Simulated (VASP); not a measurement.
# Cs (P6_3/mmc) in VASP: a series of runs

One crystal, Cs, is run at these levels: BLYP, PBEsol; tasks: single point.

All numbers are computed with VASP 6.6.1; they aren't measurements. Logs are shortened: lines on timing, memory, paths and dates and some standing lists are left out, and cuts for length are marked.

### Step 1. The structure

The structure is hexagonal, space group P6_3/mmc (No. 194). The conventional cell has a = 5.566 Å, b = 5.566 Å, c = 9.258 Å, α = 90.00°, β = 90.00°, γ = 120.00°.

This isn't the form of Cs at room conditions, which is bcc.

### Step 2. Single point, BLYP

Input file INCAR:

```
AGGAC = 1.0
AGGAX = 1.0
ALDAC = 0.0
ALDAX = 1.0
ALGO = Normal
EDIFF = 1E-7
ENCUT = 520
GGA = B5
ISIF = 2
ISMEAR = -1
LASPH = T
LCHARG = F
LREAL = F
LWAVE = F
NBANDS = 16
NELM = 100
PREC = Accurate
SIGMA = 0.1
```

Input file KPOINTS:

```
k-points
0
Gamma
  5 5 3
```

Input file POSCAR:

```
Cs
1.0
    5.5663060500      0.0000000000      0.0000000000
   -2.7831530300      4.8205624500      0.0000000000
    0.0000000000      0.0000000000      9.2584789600
Cs
2
Direct
    0.3333333333      0.6666666667      0.2500000000
    0.6666666667      0.3333333333      0.7500000000
```

Potentials or basis: VASP PAW PBE potentials, release 64 (Cs_sv).

Run with:

```console
$ cat potpaw_PBE.64/Cs_sv/POTCAR > POTCAR
$ mpirun -np 1 vasp_std > vasp.out
```

OUTCAR:

```text
EDIFF = 1E-7
   ENCUT = 520
   GGA = B5
   ISIF = 2
   ISMEAR = -1
   LASPH = T
   LREAL = F
   NELM = 100
   PREC = Accurate

 ion  position               nearest neighbor table
   1  0.333  0.667  0.250-
   2  0.667  0.333  0.750-

  LATTYP: Found a hexagonal cell.
 ALAT       =     5.5663060500
 C/A-ratio  =     1.6633075646

  Lattice vectors:

 A1 = (   5.5663060500,   0.0000000000,   0.0000000000)
 A2 = (  -2.7831530300,   4.8205624500,   0.0000000000)
 A3 = (   0.0000000000,   0.0000000000,   9.2584789600)

Analysis of symmetry for initial positions (statically):
=====================================================================
 Subroutine PRICEL returns:
 Original cell was already a primitive cell.

 Routine SETGRP: Setting up the symmetry group for a
 hexagonal supercell.

 Subroutine GETGRP returns: Found 24 space group operations
 (whereof 12 operations were pure point group operations)
 out of a pool of 24 trial point group operations.

The static configuration has the point symmetry D_3d.
 The point group associated with its full space group is D_6h.

Analysis of symmetry for dynamics (positions and initial velocities):
=====================================================================
 Subroutine PRICEL returns:
 Original cell was already a primitive cell.

 Routine SETGRP: Setting up the symmetry group for a
 hexagonal supercell.

 Subroutine GETGRP returns: Found 24 space group operations
 (whereof 12 operations were pure point group operations)
 out of a pool of 24 trial point group operations.

The dynamic configuration has the point symmetry D_3d.
 The point group associated with its full space group is D_6h.

 Subroutine INISYM returns: Found 24 space group operations
 (whereof 12 operations are pure point group operations),
 and found     1 'primitive' translations

----------------------------------------------------------------------------------------

                                     Primitive cell

  volume of cell :     248.4302

  direct lattice vectors                    reciprocal lattice vectors
     5.566306050  0.000000000  0.000000000     0.179652357  0.103722337  0.000000000
    -2.783153030  4.820562450  0.000000000     0.000000000  0.207444673  0.000000000
     0.000000000  0.000000000  9.258478960     0.000000000  0.000000000  0.108009102

  length of vectors
     5.566306050  5.566306057  9.258478960     0.207444673  0.207444673  0.108009102

  position of ions in fractional coordinates (direct lattice)
     0.333333333  0.666666667  0.250000000
     0.666666667  0.333333333  0.750000000

  ion indices of the primitive-cell ions
   primitive index   ion index
                 1           1
                 2           2

----------------------------------------------------------------------------------------

 KPOINTS: k-points

Automatic generation of k-mesh.
 Grid dimensions read from file:
 generate k-points for:    5    5    3

 Generating k-lattice:

  Cartesian coordinates                     Fractional coordinates (reciprocal lattice)
     0.035930471  0.020744467  0.000000000     0.200000000  0.000000000  0.000000000
     0.000000000  0.041488935  0.000000000     0.000000000  0.200000000  0.000000000
     0.000000000  0.000000000  0.036003034     0.000000000  0.000000000  0.333333333

  Length of vectors
     0.041488935  0.041488935  0.036003034

  Shift w.r.t. Gamma in fractional coordinates (k-lattice)
     0.000000000  0.000000000  0.000000000

 Subroutine IBZKPT returns following result:
 ===========================================

 Found     10 irreducible k-points:

 Following reciprocal coordinates:
            Coordinates               Weight
  0.000000  0.000000  0.000000      1.000000
  0.200000  0.000000  0.000000      6.000000
  0.400000  0.000000  0.000000      6.000000
  0.200000  0.200000  0.000000      6.000000
  0.400000  0.200000  0.000000      6.000000
  0.000000  0.000000  0.333333      2.000000
  0.200000  0.000000  0.333333     12.000000
  0.400000  0.000000  0.333333     12.000000
  0.200000  0.200000  0.333333     12.000000
  0.400000  0.200000  0.333333     12.000000
   k-points           NKPTS =     10   k-points in BZ     NKDIM =     10   number of bands    NBANDS=     16
   number of dos      NEDOS =    301   number of ions     NIONS =      2
   total plane-waves  NPLWV = 123480
   dimension x,y,z NGX =    42 NGY =   42 NGZ =   70
   dimension x,y,z NGXF=    84 NGYF=   84 NGZF=  140
   ions per type =               2
   NGX,Y,Z   is equivalent  to a cutoff of  12.54, 12.54, 12.57 a.u.
   NGXF,Y,Z  is equivalent  to a cutoff of  25.09, 25.09, 25.14 a.u.
 SYSTEM =  unknown system
   PREC   = accura    normal or accurate (medium, high low for compatibility)
   ISTART =      0    job   : 0-new  1-cont  2-samecut
   ICHARG =      2    charge: 1-file 2-atom 10-const
   ISPIN  =      1    spin polarized calculation?
   LNONCOLLINEAR =      F non collinear calculations
   LSORBIT =      F    spin-orbit coupling
   LASPH  =      T    aspherical Exc in radial PAW
   ENCUT  =  520.0 eV  38.22 Ry    6.18 a.u.  10.35 10.35 17.21*2*pi/ulx,y,z
   NELM   =    100;   NELMIN=  2; NELMDL= -5     # of ELM steps
   EDIFF  = 0.1E-06   stopping-criterion for ELM
   LREAL  =      F    real-space projection
[... 7 lines left out ...]
   TEBEG  =    0.0;   TEEND  =   0.0 temperature during run
   PSTRESS=    0.0 pullay stress
   NELECT =      18.0000    total number of electrons
   NUPDOWN=      -1.0000    fix difference up-down
   EMIN   =  10.00;   EMAX   =-10.00  energy-range for DOS
   EFERMI =   0.00;   METHOD = LEGACY
   ISMEAR =    -1;   SIGMA  =   0.10  broadening in eV -4-tet -1-fermi 0-gaus
   EFERMI_NEDOS =   21; number of points for ismear=-14 and -15
   IALGO  =     38    algorithm
   IMIX   =      4    mixing-type and parameters
     AMIX     =   0.40;   BMIX     =  1.00
     AMIX_MAG =   1.60;   BMIX_MAG =  1.00
  volume/ion in A,a.u.               =     124.22       838.24
  Fermi-wavevector in a.u.,A,eV,Ry     =   0.682492  1.289723  6.337529  0.465795
  Thomas-Fermi vector in A             =   1.761581
   LORBIT       =      0    0 simple, 1 ext, 2 COOP (PROOUT), +10 PAW based schemes
   GGA     = B5    functional components
   LHFCALC =     F    Hartree Fock is set to
   AEXX    =    0.0000 exact exchange contribution
   IVDW    =     0    specifies the selected vdW correction
   LEPSILON=     F    determine dielectric tensor
   LRPA    =     F    only Hartree local field effects (RPA)
 non-spin polarized calculation
  energy-cutoff  :      520.00
  volume of cell :      248.43
 maximum number of plane-waves:      6718
 NGX is ok and might be reduce to    42
   NGX = 21   NGY = 21   NGZ = 35

 number of electron      18.0000000 magnetization

 Free energy of the ion-electron system (eV)
  ---------------------------------------------------
  ext. energy  EPLUGINS =         0.00000000
  ---------------------------------------------------
  free energy    TOTEN  =        -1.10544734 eV

  energy without entropy =       -1.04342091  energy(sigma->0) =       -1.07443412

 E-fermi :   0.7096     XC(G=0):  -4.7984

 val. band max:        0.5878381911   @ k =   0.0000   0.0000   0.0000
 cond. band min:       0.8575368255   @ k =   0.2000   0.2000   0.3333
 fundamental gap:      0.2696986343
 Fermi energy:         0.7095601655

 k-point     1 :       0.0000    0.0000    0.0000
  band No.  band energies     occupation
      1     -23.2886      2.00000
      2     -23.2848      2.00000
      3     -10.1875      2.00000
      4     -10.0976      2.00000
      5     -10.0976      2.00000
      6     -10.0882      2.00000
[... 8 lines left out ...]
     15       3.1475      0.00000
     16       3.1475      0.00000

 k-point     2 :       0.2000    0.0000    0.0000
  band No.  band energies     occupation
      1     -23.2872      2.00000
      2     -23.2840      2.00000
      3     -10.1752      2.00000
      4     -10.1270      2.00000
      5     -10.1143      2.00000
      6     -10.1065      2.00000
[... 8 lines left out ...]
     15       3.2048      0.00000
     16       3.2099      0.00000

 k-point     3 :       0.4000    0.0000    0.0000
  band No.  band energies     occupation
      1     -23.2848      2.00000
      2     -23.2831      2.00000
      3     -10.1747      2.00000
      4     -10.1606      2.00000
      5     -10.1494      2.00000
      6     -10.1201      2.00000
[... 8 lines left out ...]
     15       2.8947      0.00000
     16       3.7063      0.00000

 k-point     4 :       0.2000    0.2000    0.0000
  band No.  band energies     occupation
      1     -23.2853      2.00000
      2     -23.2832      2.00000
      3     -10.1555      2.00000
      4     -10.1530      2.00000
      5     -10.1522      2.00000
      6     -10.1202      2.00000
[... 8 lines left out ...]
     15       2.7452      0.00000
     16       3.5043      0.00000

 k-point     5 :       0.4000    0.2000    0.0000
  band No.  band energies     occupation
      1     -23.2838      2.00000
      2     -23.2830      2.00000
      3     -10.1734      2.00000
      4     -10.1591      2.00000
      5     -10.1387      2.00000
      6     -10.1358      2.00000
[... 8 lines left out ...]
     15       2.6332      0.00000
     16       3.2797      0.00000

 k-point     6 :       0.0000    0.0000    0.3333
  band No.  band energies     occupation
      1     -23.2877      2.00000
      2     -23.2857      2.00000
      3     -10.1632      2.00000
      4     -10.1136      2.00000
      5     -10.0943      2.00000
      6     -10.0943      2.00000
[... 8 lines left out ...]
     15       2.9944      0.00000
     16       2.9944      0.00000

 k-point     7 :       0.2000    0.0000    0.3333
  band No.  band energies     occupation
      1     -23.2864      2.00000
      2     -23.2848      2.00000
      3     -10.1601      2.00000
      4     -10.1299      2.00000
      5     -10.1182      2.00000
      6     -10.1023      2.00000
[... 8 lines left out ...]
     15       3.0935      0.00000
     16       3.2162      0.00000

 k-point     8 :       0.4000    0.0000    0.3333
  band No.  band energies     occupation
      1     -23.2844      2.00000
      2     -23.2835      2.00000
      3     -10.1817      2.00000
      4     -10.1727      2.00000
      5     -10.1276      2.00000
      6     -10.1149      2.00000
[... 8 lines left out ...]
     15       3.0909      0.00000
     16       3.6272      0.00000

 k-point     9 :       0.2000    0.2000    0.3333
  band No.  band energies     occupation
      1     -23.2848      2.00000
      2     -23.2837      2.00000
      3     -10.1672      2.00000
      4     -10.1595      2.00000
      5     -10.1279      2.00000
      6     -10.1231      2.00000
[... 8 lines left out ...]
     15       2.7671      0.00000
     16       3.3921      0.00000

 k-point    10 :       0.4000    0.2000    0.3333
  band No.  band energies     occupation
      1     -23.2836      2.00000
      2     -23.2832      2.00000
      3     -10.1781      2.00000
      4     -10.1714      2.00000
      5     -10.1411      2.00000
      6     -10.1294      2.00000
[... 8 lines left out ...]
     15       2.8759      0.00000
     16       3.4242      0.00000

------------------------ aborting loop because EDIFF is reached ----------------------------------------

  FORCE on cell =-STRESS in cart. coord.  units (eV):
  Direction    XX          YY          ZZ          XY          YZ          ZX
  --------------------------------------------------------------------------------------
  -------------------------------------------------------------------------------------
  Total        0.0203199      0.0203199     -0.0273752     -0.0000000      0.0000000      0.0000000
  in kB        0.1310469      0.1310469     -0.1765484     -0.0000000      0.0000000      0.0000000
  external PRESSURE =       0.0285151 kB  Pullay stress =       0.0000000 kB

 VOLUME and BASIS-vectors are now :
 -----------------------------------------------------------------------------
  energy-cutoff  :      520.00
  volume of cell :      248.43
      direct lattice vectors                 reciprocal lattice vectors
     5.566306050  0.000000000  0.000000000     0.179652357  0.103722337  0.000000000
    -2.783153030  4.820562450  0.000000000     0.000000000  0.207444673  0.000000000
     0.000000000  0.000000000  9.258478960     0.000000000  0.000000000  0.108009102

 POSITION                                       TOTAL-FORCE (eV/Angst)
 -----------------------------------------------------------------------------------
     -0.00000      3.21371      2.31462        -0.000000      0.000000      0.000000
      2.78315      1.60685      6.94386         0.000000     -0.000000      0.000000
 -----------------------------------------------------------------------------------
    total drift:                                0.000000     -0.000000      0.000000

  FREE ENERGIE OF THE ION-ELECTRON SYSTEM (eV)
  ---------------------------------------------------
  free  energy   TOTEN  =        -1.1054473403 eV

  energy  without entropy=       -1.0434209088  energy(sigma->0) =       -1.07443412
```

Wall time 40 s (1 thread of Intel Xeon 6975P-C (Granite Rapids), shared host); peak memory 0.32 GiB.

Results:

```yaml
Free_energy: -1.1054 eV
Pressure: 0.0 GPa
Band_gap_on_the_k_mesh: none (metal or under the smearing width)
```

Levels at points of the mesh, in eV from the Fermi level:
| k point | band 6 | band 7 | band 8 | band 9 | band 10 | band 11 | band 12 | band 13 |
| --- | --- | --- | --- | --- | --- | --- | --- | --- |
| (0.00, 0.00, 0.00) | -10.80 | -10.79 | -10.79 | -1.60 | -0.12 | 0.80 | 2.13 | 2.19 |

Caveat: the PAW data sets were made with another functional, which shifts forces and pressure a little.

### Step 3. Single point, PBEsol

Input file INCAR:

```
SYSTEM = Cs
PREC     = Accurate       ! precision mode
ENCUT    = 520            ! plane-wave cutoff, eV
EDIFF    = 1E-7           ! SCF threshold, eV
ISMEAR   = -1             ! smearing method
SIGMA    = 0.1            ! smearing width, eV
LREAL    = .FALSE.        ! projectors in reciprocal space
LASPH    = .TRUE.         ! aspherical terms in the spheres
NELM     = 100            ! most SCF steps
ALGO     = Normal         ! electronic algorithm
ISIF     = 2              ! what is computed and relaxed
LWAVE    = .FALSE.        ! write WAVECAR
LCHARG   = .FALSE.        ! write CHGCAR
GGA      = PS             ! functional
NBANDS   = 16             ! bands
```

Input file KPOINTS:

```
regular mesh
0
G
  5 5 3
  0 0 0
```

POSCAR is that of step 2.

Potentials or basis: VASP PAW PBE potentials, release 64 (Cs_sv).

Run with:

```console
$ cat potpaw_PBE.64/Cs_sv/POTCAR > POTCAR
$ mpirun -np 1 vasp_std > vasp.out
```

Run time: 18 s. Hardware: 1 thread of Intel Xeon 6975P-C (Granite Rapids), shared host; peak memory 0.32 GiB.

Results (log left out):

* Free energy: -1.9206 eV
* Pressure: -0.2 GPa
* Band gap on the k mesh: none (metal or under the smearing width)

Levels at points of the mesh, in eV from the Fermi level:
```csv
k point,band 5,band 6,band 7,band 8,band 9,band 10,band 11,band 12,band 13,band 14
"(0.00, 0.00, 0.00)",-10.64,-10.63,-10.63,-10.63,-1.61,-0.05,0.65,2.32,2.37,2.37
```

Caveat: the PAW data sets were made with another functional, which shifts forces and pressure a little. Spin-orbit coupling is left out, which matters for the levels of Cs.
